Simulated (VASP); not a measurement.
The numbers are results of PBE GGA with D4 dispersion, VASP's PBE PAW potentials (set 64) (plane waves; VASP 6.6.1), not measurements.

VASP input:

POSCAR:
```
CsCl
1.0
  4.1522984955   0.0000000000   0.0000000000
  0.0000000000   4.1522984955   0.0000000000
  0.0000000000   0.0000000000   4.1522984955
Cs Cl
1 1
Cartesian
  0.0000000000   0.0000000000   0.0000000000
  2.0761492478   2.0761492478   2.0761492478
```

**INCAR**
```
# general
SYSTEM  = CsCl
PREC    = Accurate
ENCUT   = 520   # plane-wave cut-off (eV)
LREAL   = F   # projection in real space or not
LASPH   = T

# electronic loop
EDIFF   = 1E-6   # SCF stop (eV)
NELM    = 100   # most electronic steps
ALGO    = Normal
LMAXMIX = 4   # l cut-off of mixed one-centre charges

# smearing
ISMEAR  = 0
SIGMA   = 0.05   # width (eV)

# functional
GGA     = PE
IVDW    = 13   # D4

# ions
IBRION  = 2   # conjugate gradients
NSW     = 60   # most ionic steps
ISIF    = 3   # ions, shape and volume
EDIFFG  = -0.01   # ionic stop

# output
LWAVE   = F
LCHARG  = F
```

KPOINTS:
```
Automatic mesh
0
Gamma
6 6 6
0 0 0
```

POTCAR, in this order: Cs_sv Cl (PBE.64 set). Program: vasp_std.

What VASP printed:

OSZICAR:
```
       N       E                     dE             d eps       ncg     rms          rms(c)
DAV:   1     0.949353110341E+02    0.94935E+02   -0.68737E+03   480   0.114E+03
DAV:   2     0.178668942433E+00   -0.94757E+02   -0.88987E+02   760   0.184E+02
DAV:   3    -0.688117341899E+01   -0.70598E+01   -0.70346E+01   584   0.579E+01
DAV:   4    -0.695633054572E+01   -0.75157E-01   -0.75114E-01   568   0.722E+00
DAV:   5    -0.695741581705E+01   -0.10853E-02   -0.10852E-02   600   0.881E-01    0.233E+00
DAV:   6    -0.657971850280E+01    0.37770E+00   -0.64376E-01   548   0.458E+00    0.179E+00
DAV:   7    -0.653384953390E+01    0.45869E-01   -0.20277E-01   648   0.254E+00    0.105E+00
DAV:   8    -0.653456853831E+01   -0.71900E-03   -0.16056E-02   556   0.953E-01    0.138E-01
DAV:   9    -0.653504823209E+01   -0.47969E-03   -0.33682E-03   624   0.379E-01    0.118E-01
DAV:  10    -0.653517774215E+01   -0.12951E-03   -0.30466E-04   576   0.142E-01    0.175E-02
DAV:  11    -0.653519334807E+01   -0.15606E-04   -0.29001E-05   640   0.411E-02    0.594E-03
DAV:  12    -0.653519311215E+01    0.23593E-06   -0.87856E-06   572   0.191E-02
   1 F= -.68278774E+01 E0= -.68278774E+01  d E =-.682788E+01
```

### OUTCAR
```
------------------------ aborting loop because EDIFF is reached ----------------------------------------
  Edisp (eV):   -0.29268
  FORCE on cell =-STRESS in cart. coord.  units (eV):
  Direction    XX          YY          ZZ          XY          YZ          ZX
  --------------------------------------------------------------------------------------
  Total       0.00869     0.00869     0.00869    -0.00000     0.00000     0.00000
  in kB       0.19441     0.19441     0.19441    -0.00000     0.00000     0.00000
  external pressure =        0.19 kB  Pullay stress =        0.00 kB
  volume of cell :       71.59
      direct lattice vectors                 reciprocal lattice vectors
     4.152298496  0.000000000  0.000000000     0.240830470  0.000000000  0.000000000
     0.000000000  4.152298496  0.000000000     0.000000000  0.240830470  0.000000000
     0.000000000  0.000000000  4.152298496     0.000000000  0.000000000  0.240830470
 POSITION                                       TOTAL-FORCE (eV/Angst)
 -----------------------------------------------------------------------------------
      0.00000      0.00000      0.00000         0.000000      0.000000      0.000000
      2.07615      2.07615      2.07615         0.000000      0.000000      0.000000
 -----------------------------------------------------------------------------------
    total drift:                                0.000000      0.000000     -0.000000
  FREE ENERGIE OF THE ION-ELECTRON SYSTEM (eV)
  ---------------------------------------------------
  free  energy   TOTEN  =        -6.8278774470 eV

  energy  without entropy=       -6.8278774470  energy(sigma->0) =       -6.82787745

 reached required accuracy - stopping structural energy minimisation
```
(Selected blocks of OUTCAR.)

The compound is CsCl in the CsCl type structure. It was relaxed first. The start is the result of an earlier pass.
